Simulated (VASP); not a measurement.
Crystal: TiO2 (Anatase).

```
Ti O
1.0
    -1.89210    1.89210    4.75730
     1.89210   -1.89210    4.75730
     1.89210    1.89210   -4.75730
Ti O
2 4
Direct
  0.75000 0.25000 0.50000
  0.00000 0.00000 0.00000
  0.79190 0.79190 0.00000
  0.54190 0.04190 0.50000
  0.95810 0.45810 0.50000
  0.20810 0.20810 0.00000
```

| Item | Value |
| --- | --- |
| Program | VASP 6.6.1 |
| Task | relaxation of cell and atoms |
| Functional | PBE |
| Potentials or basis | VASP PAW PBE potentials, release 64 (Ti_sv, O_h) |
| Cutoff | 980 eV |
| k mesh | 7 × 7 × 7 |
| Occupations | fermi-dirac, width 0.05 eV |
| Spin | no spin polarisation |

At the start: pressure 5.9 GPa; volume 11.35 Å³/atom.

Where does the relaxation end?

Over 10 steps the energy falls by 6.1 meV/atom and the volume is 11.70 Å³/atom (+3.0 %); space group I4_1/amd (No. 141, to 0.05 Å).

Step by step:
```
step  energy change (eV)  largest force (eV/Å)  pressure (GPa)  volume (Å³)
   1              0.0000                0.1233            5.92        68.13
   2              0.0220                0.3285           -6.72        72.35
   3             -0.0332                0.0893            0.02        69.93
   4             -0.0332                0.0856            0.10        69.89
   5             -0.0343                0.0428            0.10        69.98
   6             -0.0346                0.0001            0.04        70.06
   7             -0.0354                0.0057           -0.08        70.13
   8             -0.0362                0.0219           -0.44        70.32
   9             -0.0364                0.0054            0.28        70.12
  10             -0.0365                0.0055            0.00        70.20
```

Final structure:
```
CELL_PARAMETERS angstrom
-1.90195 1.90195 4.85164
1.90195 -1.90195 4.85164
1.90195 1.90195 -4.85164
ATOMIC_POSITIONS crystal
Ti 0.75000 0.25000 0.50000
Ti 0.00000 0.00000 0.00000
O 0.79340 0.79340 0.00000
O 0.54340 0.04340 0.50000
O 0.95660 0.45660 0.50000
O 0.20660 0.20660 0.00000
```
